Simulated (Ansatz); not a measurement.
TiSi2:

```
Ti Si
1.0
     0.00000    4.11752    4.26290
     2.38951    0.00000    4.26290
     2.38951    4.11752    0.00000
Ti Si
2 4
Direct
  0.75000 0.75000 0.75000
  0.50000 0.50000 0.50000
  0.41257 0.08743 0.41257
  0.08743 0.41257 0.08743
  0.16257 0.83743 0.16257
  0.83743 0.16257 0.83743
```

The cell is a database's computed one.

```yaml
Program: Ansatz 0.2.0
Task: relaxation of cell and atoms
Functional: LDA
Potentials_or_basis: Ansatz PAW
Cutoff: "420 eV (not typed: the program's choice for these potentials)"
k_mesh: 7 × 7 × 7
Occupations: fermi-dirac, width 0.05 eV
Spin: no spin polarisation
```

At the start: volume 13.98 Å³/atom.

How do energy, volume and symmetry change on relaxing?

It ends after 9 steps and the volume is 13.49 Å³/atom (-3.5 %); space group Fddd (No. 70, to 0.05 Å).

Step by step:
| step | energy change (eV) | largest force (eV/Å) | volume (Å³) |
| --- | --- | --- | --- |
| 1 | 0.0000 | 0.0644 | 83.88 |
| 2 | -0.0480 | 0.0135 | 80.55 |
| 3 | -0.0517 | 0.0220 | 80.96 |
| 4 | -0.0519 | 0.0166 | 80.96 |
| 5 | -0.0519 | 0.0033 | 80.97 |
| 6 | -0.0520 | 0.0019 | 80.96 |
| 7 | -0.0511 | 0.0018 | 80.96 |
| 8 | -0.0511 | 0.0000 | 80.94 |
| 9 | -0.0511 | 0.0000 | 80.94 |

Final structure:
```yaml
crystal:
  lattice:
    - [0.00000, 4.05277, 4.22508]
    - [2.36357, 0.00000, 4.22508]
    - [2.36357, 4.05277, 0.00000]
  atoms:
    - { symbol: Ti, position: [0.75000, 0.75000, 0.75000] }
    - { symbol: Ti, position: [0.50000, 0.50000, 0.50000] }
    - { symbol: Si, position: [0.41403, 0.08597, 0.41403] }
    - { symbol: Si, position: [0.08597, 0.41403, 0.08597] }
    - { symbol: Si, position: [0.16403, 0.83597, 0.16403] }
    - { symbol: Si, position: [0.83597, 0.16403, 0.83597] }
```

Caveat: the plane-wave basis is chosen anew once the cell has moved, so the energies of steps on either side of that aren't comparable; the PAW data sets come from PBE, with cores solved anew for the run's functional, which leaves a small shift of forces and pressure.
